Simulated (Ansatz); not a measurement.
Sb: elastic constants with PBE

The system is Sb.

```
Sb
1.0
     2.15420    1.24373    3.75800
    -2.15420    1.24373    3.75800
     0.00000   -2.48746    3.75800
Sb
2
Direct
  0.76651 0.76651 0.76651
  0.23349 0.23349 0.23349
```

* Program: Ansatz 0.2.0
* Task: elastic constants
* Functional: PBE
* Potentials or basis: Ansatz PAW
* Cutoff: 420 eV (not typed: the program's choice for these potentials)
* k mesh: 6 × 6 × 6
* Occupations: fermi-dirac, width 0.05 eV
* Spin: no spin polarisation
* Atoms under strain: relaxed

```
Pressure               : 2.6 GPa
Band gap on the k mesh : none (metal or under the smearing width)
Voigt bulk modulus     : 46 GPa
```

Stress tensor (GPa, compression positive):
```
2.67 0.00 0.00
0.00 2.67 0.00
0.00 0.00 2.34
```

Levels at points of the mesh, in eV from the Fermi level:
```csv
k point,band 11,band 12,band 13,band 14,band 15,band 16,band 17,band 18,band 19
"(0.00, 0.00, 0.00)",-12.75,-4.87,-2.13,-1.82,-1.82,2.11,2.67,2.67,5.08
"(0.00, 0.00, -0.50)",-10.38,-9.68,-1.93,-1.85,-0.36,-0.23,0.11,0.40,7.57
"(0.00, -0.50, -0.50)",-10.37,-8.01,-5.51,-3.82,-3.69,1.53,4.89,5.44,6.89
"(-0.50, -0.50, -0.50)",-11.18,-9.09,-1.32,-1.32,-0.46,0.07,0.07,1.03,7.02
```

Elastic tensor in Voigt notation (GPa, in the Cartesian axes of the cell as first typed):
```
 97  23  32 -24   0   0
 23  97  32  24   0   0
 31  31  52   0   0   0
-24  24   0  36   0   0
  0   0   0   0  36 -24
  0   0   0   0 -24  37
```

Run time: 66 s on 2 threads of Intel(R) Xeon(R) Processor @ 2.70GHz (shared host), peak memory 0.43 GiB.

Caveat: elastic constants of metals need much finer meshes, so these are rough. The run has no spin-orbit coupling, so splittings on Sb are missing.
